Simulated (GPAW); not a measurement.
**As: relaxation of cell and atoms with PBEsol**

The system is As.

```xyz
2
Lattice="1.8808 1.0859 3.5141 -1.8808 1.0859 3.5141 0.0000 -2.1718 3.5141" Properties=species:S:1:pos:R:3 pbc="T T T"
As    0.0000    0.0000    2.3825
As    0.0000    0.0000    8.1597
```

* Program: GPAW 26.7.0
* Task: relaxation of cell and atoms
* Functional: PBEsol
* Potentials or basis: PAW data sets generated in the run's folder for this functional
* Cutoff: 600 eV
* Basis: pw
* k mesh: 7 × 7 × 7
* Occupations: fermi-dirac, width 0.05 eV
* Spin: no spin polarisation
* Target pressure: 20 GPa
* Maxiter: 150
* Optimizer: BFGS
* Fmax: 0.02 eV/Å
* Max steps: 60
* Target pressure: 20 GPa
* Convergence: density=1e-05 forces=0.0001

```json
{
  "Relaxed volume": "16.60 Å³/atom",
  "Relaxed cell": "a = 3.597 Å, b = 3.597 Å, c = 3.597 Å, α = 60.37°, β = 60.37°, γ = 60.37°",
  "Space group after relaxing (to 0.05 Å)": "R-3m (No. 166)",
  "Energy change on relaxing (the enthalpy is what falls)": "+222.7 meV/atom",
  "Ionic steps": "15",
  "Pressure after relaxing": "20.2 GPa",
  "Largest force after relaxing": "0.003 eV/Å",
  "Band gap on the k mesh": "none (metal or under the smearing width)"
}
```

Forces on the atoms (eV/Å):
```
As   0.000  0.000  0.003
As   0.000  0.000 -0.003
```

The path:
```csv
step,energy change (eV),largest force (eV/Å),pressure (GPa),volume (Å³)
1,0.0000,0.3870,0.41,43.06
2,0.0334,0.7013,5.19,40.70
3,0.4657,1.5372,23.74,34.55
4,0.4302,1.1717,22.70,34.39
5,0.4285,0.2138,21.63,33.69
6,0.3991,0.0506,19.96,33.88
7,0.4111,0.0573,19.67,33.74
8,0.5010,0.0042,22.29,32.81
9,0.4664,0.0676,20.98,33.06
10,0.4136,0.0255,18.68,33.48
11,0.4392,0.0437,19.79,33.27
12,0.4423,0.0431,19.93,33.24
13,0.4544,0.0175,20.46,33.13
14,0.4534,0.0015,20.51,33.14
15,0.4455,0.0031,20.15,33.20
```

Final structure:
```
As
1.0
     1.80889    1.04436    2.92892
    -1.80889    1.04436    2.92892
     0.00000   -2.08872    2.92892
As
2
Direct
  0.25195 0.25195 0.25195
  0.74805 0.74805 0.74805
```

Levels at points of the mesh, in eV from the Fermi level:
| k point | band 3 | band 4 | band 5 | band 6 | band 7 | band 8 |
| --- | --- | --- | --- | --- | --- | --- |
| (0.00, 0.00, 0.00) | -2.16 | -2.16 | -2.00 | 4.82 | 4.92 | 4.92 |

It took 2.8 min on 1 thread of Arm Neoverse V2 (shared host), peak memory 0.25 GiB.

Caveat: later steps reuse the first step's grids; the volume moved by over 15 % at a fixed basis, so the end points are rough.
